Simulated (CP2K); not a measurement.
An input for CP2K 2026.2 (MnO):

File mno_bands.inp:

```
&GLOBAL
  PROJECT mno_bands
  RUN_TYPE ENERGY_FORCE
  PRINT_LEVEL LOW
&END GLOBAL
&FORCE_EVAL
  METHOD QS
  STRESS_TENSOR ANALYTICAL
  &DFT
    BASIS_SET_FILE_NAME BASIS_ccGRB_UZH
    POTENTIAL_FILE_NAME POTENTIAL_UZH
    UKS T
    MULTIPLICITY 6
    &MGRID
      CUTOFF 280
      REL_CUTOFF 60
      NGRIDS 4
    &END MGRID
    &QS
      METHOD GPW
      EPS_DEFAULT 1.0E-9
    &END QS
    &KPOINTS
      SCHEME MONKHORST-PACK 10 10 10
      GAMMA_CENTERED T
      SYMMETRY T
      SYMMETRY_BACKEND SPGLIB
    &END KPOINTS
    &SCF
      SCF_GUESS ATOMIC
      EPS_SCF 1.0E-6
      MAX_SCF 100
      ADDED_MOS 13 18
      CHOLESKY OFF
      EPS_EIGVAL 1.0E-7
      &DIAGONALIZATION ON
        ALGORITHM STANDARD
      &END DIAGONALIZATION
      &MIXING ON
        METHOD DIRECT_P_MIXING
        ALPHA 0.8
        BETA 1.5
      &END MIXING
      &SMEAR ON
        METHOD FERMI_DIRAC
        ELECTRONIC_TEMPERATURE [K] 580.226
        FIXED_MAGNETIC_MOMENT 6.0
      &END SMEAR
    &END SCF
    &XC
      &XC_FUNCTIONAL
        &GGA_X_PBEINT
        &END GGA_X_PBEINT
        &GGA_C_PBEINT
        &END GGA_C_PBEINT
      &END XC_FUNCTIONAL
      &VDW_POTENTIAL
        POTENTIAL_TYPE PAIR_POTENTIAL
        &PAIR_POTENTIAL
          TYPE DFTD4
          REFERENCE_FUNCTIONAL PBEint
          D4_CUTOFF 20
        &END PAIR_POTENTIAL
      &END VDW_POTENTIAL
    &END XC
    &PRINT
      &KPOINTS ON
      &END KPOINTS
      &MULLIKEN ON
        &EACH
          QS_SCF 0
          GEO_OPT 0
          CELL_OPT 0
          MD 0
        &END EACH
        ADD_LAST NUMERIC
      &END MULLIKEN
      &MO ON
        ENERGIES T
        OCCUPATION_NUMBERS T
        &EACH
          QS_SCF 0
          GEO_OPT 0
          CELL_OPT 0
          MD 0
        &END EACH
        ADD_LAST NUMERIC
      &END MO
      &BAND_STRUCTURE
        FILE_NAME bands.bs
        ADDED_MOS 6
        &KPOINT_SET
          UNITS B_VECTOR
          NPOINTS 8
          SPECIAL_POINT GAMMA 0.00000000 0.00000000 0.00000000
          SPECIAL_POINT X 0.50000000 0.00000000 0.50000000
          SPECIAL_POINT W 0.50000000 0.25000000 0.75000000
          SPECIAL_POINT K 0.37500000 0.37500000 0.75000000
          SPECIAL_POINT GAMMA 0.00000000 0.00000000 0.00000000
          SPECIAL_POINT L 0.50000000 0.50000000 0.50000000
          SPECIAL_POINT U 0.62500000 0.25000000 0.62500000
          SPECIAL_POINT W 0.50000000 0.25000000 0.75000000
          SPECIAL_POINT L 0.50000000 0.50000000 0.50000000
          SPECIAL_POINT K 0.37500000 0.37500000 0.75000000
        &END KPOINT_SET
        &KPOINT_SET
          UNITS B_VECTOR
          NPOINTS 8
          SPECIAL_POINT U 0.62500000 0.25000000 0.62500000
          SPECIAL_POINT X 0.50000000 0.00000000 0.50000000
        &END KPOINT_SET
      &END BAND_STRUCTURE
    &END PRINT
  &END DFT
  &SUBSYS
    &CELL
      A 3.1450804348 0.0000000000 0.0000000000
      B 1.5725402174 2.7237195535 0.0000000000
      C 1.5725402174 0.9079065178 2.5679474217
      PERIODIC XYZ
    &END CELL
    &COORD
      SCALED
      Mn  0.0017020000 -0.0001780000 -0.0058470000
      O   0.4989690000 0.4983500000 0.5052390000
    &END COORD
    &KIND Mn
      BASIS_SET ccGRB-D-q15
      POTENTIAL GTH-PBE-q15
      MAGNETIZATION 4.0
    &END KIND
    &KIND O
      BASIS_SET ccGRB-D-q6
      POTENTIAL GTH-PBE-q6
    &END KIND
    &PRINT
      &ATOMIC_COORDINATES ON
      &END ATOMIC_COORDINATES
      &CELL ON
      &END CELL
    &END PRINT
  &END SUBSYS
  &PRINT
    &FORCES ON
    &END FORCES
    &STRESS_TENSOR ON
    &END STRESS_TENSOR
  &END PRINT
&END FORCE_EVAL
```

Potentials or basis: POTENTIAL_UZH Mn GTH-PBE-q15, O GTH-PBE-q6; ccGRB-D basis.

Command:

```sh
$ OMP_NUM_THREADS=1 cp2k.psmp -i mno_bands.inp -o mno_bands.out
```

Question: What does the program do with it?

Answer: The run stopped without a result. It printed:

mno_bands.out:

```text

 CP2K| version string:                                       CP2K version 2026.2
 CP2K| Input file name                                             mno_bands.inp

 GLOBAL| Force Environment number                                              1
 GLOBAL| Basis set file name                                     BASIS_ccGRB_UZH
 GLOBAL| Potential file name                                       POTENTIAL_UZH
 GLOBAL| MM Potential file name                                     MM_POTENTIAL
 GLOBAL| Coordinate file name                                      __STD_INPUT__
 GLOBAL| Method name                                                        CP2K
[... 141 lines left out ...]
 *******************************************************************************
 *   ___                                                                       *
 *  /   \                                                                      *
 * [ABORT]                                                                     *
 *  \___/                D4: Unknown reference functional 'PBEint'             *
 *    |                                                                        *
 *  O/|                                                                        *
 * /| |                                                                        *
 * / \                                                  qs_dispersion_d4.F:275 *
 *******************************************************************************

 ===== Routine Calling Stack =====

            6 calculate_dispersion_d4_pairpot
            5 calculate_dispersion_pairpot
            4 qs_energies_init_hamiltonians
            3 qs_energies
            2 qs_forces
            1 CP2K
```
